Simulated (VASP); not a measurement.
Here is a VASP 6.6.1 calculation.

Contents of INCAR:

```
ALGO = Fast
EDIFF = 1E-6
ENCUT = 520
GGA = PS
ISIF = 2
ISMEAR = 0
LASPH = T
LCHARG = F
LREAL = F
LWAVE = F
NBANDS = 50
NELM = 100
PREC = Accurate
SIGMA = 0.1
```

The input KPOINTS:

```
k-points
0
Gamma
  6 6 6
```

File POSCAR:

```
Ca
1.0
    6.8853987655      0.0000000000      0.0000000000
    0.0000000000      6.8853987655      0.0000000000
    0.0000000000      0.0000000000      6.8853987655
Ca
8
Direct
    0.5000000000      0.5000000000      0.5000000000
    0.0000000000      0.0000000000      0.0000000000
    0.2500000000      0.0000000000      0.5000000000
    0.5000000000      0.2500000000      0.0000000000
    0.5000000000      0.7500000000      0.0000000000
    0.7500000000      0.0000000000      0.5000000000
    0.0000000000      0.5000000000      0.7500000000
    0.0000000000      0.5000000000      0.2500000000
```

Potentials or basis: VASP PAW PBE potentials, release 64 (Ca_sv).

Command:

```console
$ cat potpaw_PBE.64/Ca_sv/POTCAR > POTCAR
$ mpirun -np 1 vasp_std > vasp.out
```

(1) Predict the band gap on the k mesh.

(2) What does it give for the pressure?

## Answers

(1) none (metal or under the smearing width).

(2) 0.0 GPa.

Caveat: the PAW data sets were made with another functional, which shifts forces and pressure a little.
